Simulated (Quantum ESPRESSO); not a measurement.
## Ta under changes of volume

One of the cells (18.010 Å³/atom); the others are scaled copies at fixed shape and fractional positions:

```xyz
1
Lattice="-1.6513 1.6513 1.6513 1.6513 -1.6513 1.6513 1.6513 1.6513 -1.6513" Properties=species:S:1:pos:R:3 pbc="T T T"
Ta    0.0000    0.0000    0.0000
```

```yaml
Program: Quantum ESPRESSO 7.5
Functional: PBE
Potentials_or_basis: SSSP 1.3 efficiency PBE
Cutoff: 748 eV
Density_cutoff: 5987 eV
k_mesh: 11 × 11 × 11
Occupations: fermi-dirac, width 0.05 eV
Spin: no spin polarisation
```

```csv
volume (Å³/atom),energy over the lowest point (meV/atom),pressure (GPa)
16.930,62.06,16.9
17.290,30.24,11.5
17.650,10.14,6.7
18.010,?,?
18.371,0.00,-1.5
18.731,7.79,-5.0
19.091,23.00,-8.2
```

Q: What does the run at 18.010 Å³/atom give?

A: Energy over the lowest point 0.46 meV/atom; pressure 2.4 GPa.

Worked out: A Birch-Murnaghan fit of order 3 (a polynomial in V^(-2/3)) to the other rows has its minimum at 18.21 Å³/atom with B0 = V·E''(V) = 196 GPa and B' = 4.8. It gives 0.42 meV/atom at 18.010 Å³/atom, against the run's 0.46, and -dE/dV = 2.2 GPa, against 2.4.

Energies are extrapolated to zero smearing.
